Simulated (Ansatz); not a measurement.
Zincblende GaAs, relaxed with r2SCAN in the PAW code Ansatz. The symmetry is F-43m (No. 216, cubic); a = 5.666 Å in the conventional setting, 22.74 Å³ an atom. Around Ga lie 4 As at 2.45 Å; around As lie 4 Ga at 2.45 Å.

The axes x, y and z are those of this cell:
```yaml
crystal:
  lattice:
    - [0.00000, 2.83309, 2.83309]
    - [2.83309, 0.00000, 2.83309]
    - [2.83309, 2.83309, 0.00000]
  atoms:
    - { symbol: Ga, position: [0.00000, 0.00000, 0.00000] }
    - { symbol: As, position: [0.25000, 0.25000, 0.25000] }
```

Unstrained: PBE gives a direct gap of 0.466 eV at Γ. The r2SCAN gap is direct at Γ: 0.962 eV. The HSE06 gap is direct at Γ: 1.364 eV. Meshes: PBE 8×8×8, r2SCAN 8×8×8, HSE06 6×6×6. Strains are changes of length per length. After each strain the atoms were relaxed again with r2SCAN within the symmetry that the strain leaves, so tilts or polar shifts that break it weren't tested; points keep the names that they have in the unstrained zone. The values are computed, spin-unpolarised, and not measurements.

Question: Estimate what uniaxial -0.5 % along [111], other directions held does to the gap.

Answer: PBE: the gap goes from 0.466 to 0.481 eV (+0.015 eV); with r2SCAN the top three valence levels at Γ, degenerate before, become 1+2 from the top over 34 meV. r2SCAN: the gap goes from 0.962 to 0.979 eV (+0.017 eV). HSE06: the gap goes from 1.364 to 1.383 eV (+0.019 eV). The r2SCAN energy rises by 0.3 meV an atom.

Question: Apply epitaxial -1.5 % in the plane normal to [111], free normal strain +0.68 %. How far does the gap move, against the unstrained cell?

Answer: PBE: the gap goes from 0.466 to 0.568 eV (+0.102 eV); with r2SCAN the top three valence levels at Γ, degenerate before, become 2+1 from the top over 190 meV. r2SCAN: the gap goes from 0.962 to 1.071 eV (+0.109 eV). HSE06: the gap goes from 1.364 to 1.481 eV (+0.117 eV). The r2SCAN energy rises by 5.7 meV an atom.

Question: One strain changed the r2SCAN stress by xx +0.80, yy +0.80, zz +1.79 GPa (compression positive) and the gap by +0.055 eV (PBE), +0.062 eV (r2SCAN), +0.067 eV (HSE06). Which kind of strain was it, and roughly how large?

Answer: Uniaxial -1.5 % along z, other directions held. The pattern of the stress gives the kind; the size needs the stiffness, so it is an estimate.

Question: One strain changed the r2SCAN stress by xx -2.92, yy -2.92, zz -2.92 GPa (compression positive) and the gap by -0.328 eV (PBE), -0.354 eV (r2SCAN), -0.375 eV (HSE06). Which kind of strain was it, and roughly how large?

Answer: Isotropic +1.5 % on every length. The pattern of the stress gives the kind; the size needs the stiffness, so it is an estimate.

Question: Apply uniaxial -2.5 % along x, other directions held. How far does the gap move, against the unstrained cell?

Answer: PBE: the gap goes from 0.466 to 0.558 eV (+0.092 eV); with r2SCAN the top three valence levels at Γ, degenerate before, become 1+2 from the top over 148 meV. r2SCAN: the gap goes from 0.962 to 1.065 eV (+0.103 eV). HSE06: the gap goes from 1.364 to 1.475 eV (+0.111 eV). The r2SCAN energy rises by 5.4 meV an atom.

Spin-orbit coupling is left out.

The meshes of the hybrids are coarse, so their gaps aren't converged to the digits shown.

The splittings at Γ are without spin-orbit coupling, which regroups them where it is of like size or larger.
